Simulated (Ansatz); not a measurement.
## W under changes of volume

One of the cells (16.731 Å³/atom); the others are scaled copies at fixed shape and fractional positions:

```
CELL_PARAMETERS angstrom
0.00000 2.03000 2.03000
2.03000 0.00000 2.03000
2.03000 2.03000 0.00000
ATOMIC_POSITIONS crystal
W 0.00000 0.00000 0.00000
```

This isn't the form of W at room conditions, which is bcc.

* Program: Ansatz 0.2.0
* Functional: LDA
* Potentials or basis: all-electron LAPW, scalar-relativistic
* Cutoff: 253 eV (chosen from the basis error)
* Basis error allowed: 0.001 eV/atom
* k mesh: 11 × 11 × 11
* Occupations: fermi-dirac, width 0.05 eV
* Spin: no spin polarisation

```tsv
volume (Å³/atom)	energy over the lowest point (meV/atom)	pressure (GPa)
15.727	0.00	-0.2
16.062	?	?
16.396	27.06	-12.4
16.731	58.54	-17.6
17.065	100.31	-22.2
17.400	151.28	-26.4
17.735	210.42	-30.0
```

What does the run at 16.062 Å³/atom give?

Energy over the lowest point 7.10 meV/atom; pressure -6.6 GPa.

Worked out: A Birch-Murnaghan fit of order 3 (a polynomial in V^(-2/3)) to the other rows has its minimum at 15.73 Å³/atom, just outside them, with B0 = V·E''(V) = 327 GPa and B' = 4.4. It gives 7.08 meV/atom at 16.062 Å³/atom, against the run's 7.10, and -dE/dV = -6.6 GPa, against -6.6.

Energies are extrapolated to zero smearing.
